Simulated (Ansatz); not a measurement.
# Ga: the cost of one run

Program: Ansatz 0.2.0. Level of theory: DFT PBE, scalar-relativistic, plane waves, PAW. These are calculated values, not measurements.

3 further runs of the same task are left out: 3 set aside as unsound or not needed.

## 1. The system as given

Symmetry: P6/mmm, No. 191, hexagonal system. The conventional cell has a = 2.888 Å, b = 2.888 Å, c = 2.698 Å, α = 90.00°, β = 90.00°, γ = 120.00°. Ga (site symmetry 6/mmm) has 8 Ga at 2.70 to 2.89 Å as nearest neighbours.

Structure file:

```cif
data_structure
_symmetry_space_group_name_H-M 'P 1'
_symmetry_Int_Tables_number 1
_cell_length_a 2.8879
_cell_length_b 2.8879
_cell_length_c 2.6984
_cell_angle_alpha 90.000
_cell_angle_beta 90.000
_cell_angle_gamma 120.000
_cell_volume 19.49
loop_
_atom_site_label
_atom_site_type_symbol
_atom_site_fract_x
_atom_site_fract_y
_atom_site_fract_z
_atom_site_occupancy
Ga1 Ga 0.00000 0.00000 0.00000 1
```

This is candidate A: simple hexagonal type (P6/mmm, No. 191).

(A quick probe on a coarse mesh, which set the mesh and smearing, is not shown.)

## 3. Full relaxation (candidate A)

input.yaml reads:

```yaml
crystal:
  lattice:
    - [2.8879143029, 0.0, 0.0]
    - [-1.4439571514, 2.5010071502, 0.0]
    - [0.0, 0.0, 2.6983949268]
  atoms:
    - { symbol: Ga, position: [0.0, 0.0, 0.0] }
basis:
  ecutwfc: 420
kpoints:
  mp_grid: { grid: [21, 21, 20] }
hamiltonian:
  xc: pbe
scf:
  occupations: { method: gaussian, width: 0.1 }
output:
  forces: true
  stress: true
  eigenvalues: true
relax:
  adjacent_minimum: "off"
  f_tol: 0.01
  max_steps: 80
  cell: { stress_tol: 0.05 }
```

**Question.** How long does this run take on 1 thread of an Arm CPU, shared host, and how much memory does it need?

About 48 s, with a peak of 0.41 GiB.
